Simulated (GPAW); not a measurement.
Ta:

```
CELL_PARAMETERS angstrom
-1.65128 1.65128 1.65128
1.65128 -1.65128 1.65128
1.65128 1.65128 -1.65128
ATOMIC_POSITIONS crystal
Ta 0.00000 0.00000 0.00000
```

Base run:

| Property | Result |
| --- | --- |
| Program | GPAW 26.7.0 |
| Functional | BLYP |
| Potentials or basis | PAW data sets generated in the run's folder for this functional |
| Cutoff | 600 eV |
| Basis | pw |
| k mesh | 11 × 11 × 11 |
| Occupations | fermi-dirac, width 0.05 eV |
| Spin | no spin polarisation |

Its results: pressure 8.5 GPa.

Q: The run is repeated on the same cell with these changes: functional from BLYP to PBEsol; band points from 60 to 100. What comes out?

A: Pressure -4.0 GPa.
